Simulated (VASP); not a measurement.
# MgO: relaxed cell and band gap, by functional

MgO, Fm-3m (no. 225), 2 atoms in the cell.

| Functional | Volume (Å³/atom) | Change from the starting volume (fraction) | Gap, path and mesh (eV) | Time (s) |
|---|---|---|---|---|
| LDA | 8.89 | -0.036 | 5.15 | 29 |
| LDA (PW92) | 8.88 | -0.037 | 5.17 | 28 |
| LDA (VWN5) | 8.87 | -0.038 | 5.17 | 38 |
| LDA (Hedin-Lundqvist) | 8.90 | -0.034 | 5.14 | 30 |
| LDA (Wigner) | 9.16 | -0.007 | 4.77 | 34 |
| Slater exchange only | 9.48 | 0.028 | 4.42 | 35 |
| PBE exchange only | 10.46 | 0.134 | 4.01 | 79 |
| PBE | 9.56 | 0.037 | 4.50 | 33 |
| PBEsol | 9.31 | 0.010 | 4.66 | 36 |

## Input of the first row

INCAR.step1:
```
SYSTEM = MgO
PREC     = Accurate       ! precision mode
ENCUT    = 600            ! plane-wave cutoff, eV
EDIFF    = 1E-7           ! SCF threshold, eV
ISMEAR   = 0              ! smearing method
SIGMA    = 0.02           ! smearing width, eV
LREAL    = .False.        ! projectors in reciprocal space
LASPH    = .True.         ! aspherical terms in the spheres
GGA_COMPAT= .False.      
ALGO     = Normal         ! electronic algorithm
NELM     = 150            ! most SCF steps
ISIF     = 3              ! what is computed and relaxed
LWAVE    = .False.        ! write WAVECAR
LCHARG   = .False.        ! write CHGCAR
GGA      = CA             ! functional
IBRION   = 2              ! ionic algorithm
EDIFFG   = -0.005         ! ionic threshold
NSW      = 60             ! ionic steps
```

INCAR.step2, as INCAR.step1 but for:
```
- NSW = 60
+ NSW = 40
```

INCAR.step3, as INCAR.step2 but for:
```
- ISIF = 3
- IBRION = 2
- EDIFFG = -0.005
- NSW = 40
+ ISIF = 2
+ NBANDS = 11
```

KPOINTS:
```
k-points
0
Gamma
  8 8 8
```

KPOINTS_OPT:
```
path GXWKGLUWLK,UX
8
line-mode
reciprocal
 0.0000000000  0.0000000000  0.0000000000  G
 0.5000000000  0.0000000000  0.5000000000  X

 0.5000000000  0.0000000000  0.5000000000  X
 0.5000000000  0.2500000000  0.7500000000  W

 0.5000000000  0.2500000000  0.7500000000  W
 0.3750000000  0.3750000000  0.7500000000  K

 0.3750000000  0.3750000000  0.7500000000  K
 0.0000000000  0.0000000000  0.0000000000  G

 0.0000000000  0.0000000000  0.0000000000  G
 0.5000000000  0.5000000000  0.5000000000  L

 0.5000000000  0.5000000000  0.5000000000  L
 0.6250000000  0.2500000000  0.6250000000  U

 0.6250000000  0.2500000000  0.6250000000  U
 0.5000000000  0.2500000000  0.7500000000  W

 0.5000000000  0.2500000000  0.7500000000  W
 0.5000000000  0.5000000000  0.5000000000  L

 0.5000000000  0.5000000000  0.5000000000  L
 0.3750000000  0.3750000000  0.7500000000  K

 0.6250000000  0.2500000000  0.6250000000  U
 0.5000000000  0.0000000000  0.5000000000  X
```

POSCAR.step1:
```
MgO
1.0
    0.0000000000      2.0970013927      2.0970013927
    2.0970013927      0.0000000000      2.0970013927
    2.0970013927      2.0970013927      0.0000000000
Mg O
1 1
Direct
    0.0000000000      0.0000000000      0.0000000000
    0.5000000000      0.5000000000      0.5000000000
```

Commands (each step's output is kept before the next begins):
```
cat potpaw_LDA.64/Mg/POTCAR potpaw_LDA.64/O/POTCAR > POTCAR
cp INCAR.step1 INCAR
cp POSCAR.step1 POSCAR
mpirun -np 1 vasp_std > vasp.out
cp CONTCAR POSCAR
rm WAVECAR CHG
cp INCAR.step2 INCAR
mpirun -np 1 vasp_std > vasp.out
cp CONTCAR POSCAR
rm WAVECAR CHG
cp INCAR.step3 INCAR
mpirun -np 1 vasp_std > vasp.out
```

Changes of the last row against the first:
```
(all steps)
- GGA = CA
+ GGA = PS
- cat potpaw_LDA.64/Mg/POTCAR potpaw_LDA.64/O/POTCAR > POTCAR
+ cat potpaw_PBE.64/Mg/POTCAR potpaw_PBE.64/O/POTCAR > POTCAR
```

VASP 6.6.1 took 29 s on 1 core (Intel Xeon Platinum 8259CL @ 2.50GHz (Skylake/Cascade Lake)), a shared host.
